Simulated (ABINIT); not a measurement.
Crystal: W.

```xyz
1
Lattice="-1.5823 1.5823 1.5823 1.5823 -1.5823 1.5823 1.5823 1.5823 -1.5823" Properties=species:S:1:pos:R:3 pbc="T T T"
W     0.0000    0.0000    0.0000
```

Base run:

* Program: ABINIT 10.8.3 (patched build)
* Functional: r2SCAN
* Potentials or basis: JTH PAW PBE v2.0
* Cutoff: 517 eV
* k mesh: 12 × 12 × 12
* Occupations: fermi-dirac, width 0.05 eV
* Spin: no spin polarisation

Its results: band gap on the k mesh none (metal or under the smearing width); pressure 2.6 GPa.

Q: The run is repeated on the same cell with these changes: functional from r2SCAN to PBE. What comes out?

A: Band gap on the k mesh none (metal or under the smearing width); pressure 6.1 GPa.

Caveats: spin-orbit coupling is left out, which moves the levels of the heavy elements; the PAW data sets were made with another functional, which shifts forces and pressure a little (some runs).
